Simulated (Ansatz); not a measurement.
CsBr built on the CsCl prototype (r2SCAN geometry), in Ansatz:

```cif
data_structure
_symmetry_space_group_name_H-M 'Pm-3m'
_symmetry_Int_Tables_number 221
_cell_length_a 4.3194
_cell_length_b 4.3194
_cell_length_c 4.3194
_cell_angle_alpha 90.000
_cell_angle_beta 90.000
_cell_angle_gamma 90.000
_cell_volume 80.59
loop_
_atom_site_label
_atom_site_type_symbol
_atom_site_symmetry_multiplicity
_atom_site_Wyckoff_symbol
_atom_site_fract_x
_atom_site_fract_y
_atom_site_fract_z
_atom_site_occupancy
Cs1 Cs 1 a 0.00000 0.00000 0.00000 1
Br1 Br 1 b 0.50000 0.50000 0.50000 1
```

G0W0@PBE with 441 empty bands, a screening cutoff of 180 eV and a 4×4×4 mesh (PAW, contour deformation) gives 6.745 eV over the mesh points, from a PBE gap of 4.438 eV; it sums over 449 bands with 461 plane waves in the screening and a wave cutoff of 420 eV. No extrapolation in bands, cutoff or mesh was made for G0W0. Calculated for a static, non-magnetic cell.

(1) Estimate the gap with potentials of the kind norm-conserving.

(2) Estimate the gap with mesh 6×6×6, empty bands 130, screening cutoff 80 eV.

Answers

(1) 6.684 eV (-0.061 eV), from a Kohn-Sham gap of 4.435 eV.

(2) 6.503 eV (-0.242 eV), from a Kohn-Sham gap of 4.439 eV.

Spin-orbit coupling is left out.
